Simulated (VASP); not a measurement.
## Ta: core levels with LDA

Ta, a slab with vacuum:

```
CELL_PARAMETERS angstrom
1.66000 2.34759 0.00000
-1.66000 2.34759 0.00000
0.00000 0.00000 32.78076
ATOMIC_POSITIONS crystal
Ta 0.00000 0.00000 0.21702
Ta 0.50000 0.50000 0.28565
Ta 0.00000 0.00000 0.35702
Ta 0.50000 0.50000 0.42851
Ta 0.00000 0.00000 0.50000
Ta 0.50000 0.50000 0.57149
Ta 0.00000 0.00000 0.64298
Ta 0.50000 0.50000 0.71435
Ta 0.00000 0.00000 0.78298
```

The cell was built by a generator and needn't be a form met in nature.

```yaml
Program: VASP 6.6.1
Task: core levels
Functional: LDA
Potentials_or_basis: VASP PAW LDA potentials, release 64 (Ta_pv)
Cutoff: 520 eV
k_mesh: 12 × 12 × 1
Occupations: methfessel-paxton, width 0.1 eV
Spin: no spin polarisation
Further_INCAR_settings: ALGO = Normal; EDIFF = 1e-07
```

* Largest force: 0.582 eV/Å
* Band gap on the k mesh: none (metal or under the smearing width)

Forces on the atoms (eV/Å):
```
Ta   0.000  0.000  0.582
Ta   0.000  0.000 -0.034
Ta   0.000  0.000 -0.025
Ta   0.000  0.000  0.013
Ta   0.000  0.000  0.000
Ta   0.000  0.000 -0.013
Ta   0.000  0.000  0.025
Ta   0.000  0.000  0.034
Ta   0.000  0.000 -0.582
```

Levels at points of the mesh, in eV from the Fermi level:
| k point | band 46 | band 47 | band 48 | band 49 | band 50 | band 51 | band 52 | band 53 |
| --- | --- | --- | --- | --- | --- | --- | --- | --- |
| (0.00, 0.00, 0.00) | 0.12 | 0.12 | 0.42 | 0.43 | 0.50 | 0.63 | 0.66 | 0.72 |
| (0.50, 0.00, 0.00) | -0.44 | -0.33 | -0.10 | 0.22 | 0.55 | 0.89 | 1.29 | 1.47 |
| (0.50, 0.50, 0.00) | 0.02 | 0.09 | 0.97 | 1.11 | 1.73 | 1.79 | 2.09 | 2.23 |

Core levels (eV, on the scale of the bands):
| atom | levels |
| --- | --- |
| 1 Ta | 1s -66876.5, 2s -11496.6, 2p -10089.5, 3s -2629.0, 3p -2209.6, 3d -1718.2, 4s -529.3, 4p -391.4, 4d -214.3, 4f -17.8, 5s -65.4 |
| 2 Ta | 1s -66875.9, 2s -11496.1, 2p -10088.9, 3s -2628.5, 3p -2209.0, 3d -1717.7, 4s -528.8, 4p -390.9, 4d -213.8, 4f -17.3, 5s -65.0 |
| 3 Ta | 1s -66875.9, 2s -11496.1, 2p -10088.9, 3s -2628.5, 3p -2209.0, 3d -1717.7, 4s -528.8, 4p -390.8, 4d -213.8, 4f -17.3, 5s -64.9 |
| 4 Ta | 1s -66875.9, 2s -11496.1, 2p -10088.9, 3s -2628.5, 3p -2209.0, 3d -1717.7, 4s -528.8, 4p -390.8, 4d -213.8, 4f -17.3, 5s -64.9 |
| 5 Ta | 1s -66875.9, 2s -11496.1, 2p -10088.9, 3s -2628.5, 3p -2209.0, 3d -1717.7, 4s -528.8, 4p -390.8, 4d -213.8, 4f -17.3, 5s -64.9 |
| 6 Ta | 1s -66875.9, 2s -11496.1, 2p -10088.9, 3s -2628.5, 3p -2209.0, 3d -1717.7, 4s -528.8, 4p -390.8, 4d -213.8, 4f -17.3, 5s -64.9 |

It took 7 min on 2 MPI ranks on Intel(R) Xeon(R) 6975P-C (Granite Rapids), with other jobs on the host, peak memory 0.56 GiB a rank.

The run has no spin-orbit coupling, so splittings on Ta are missing.
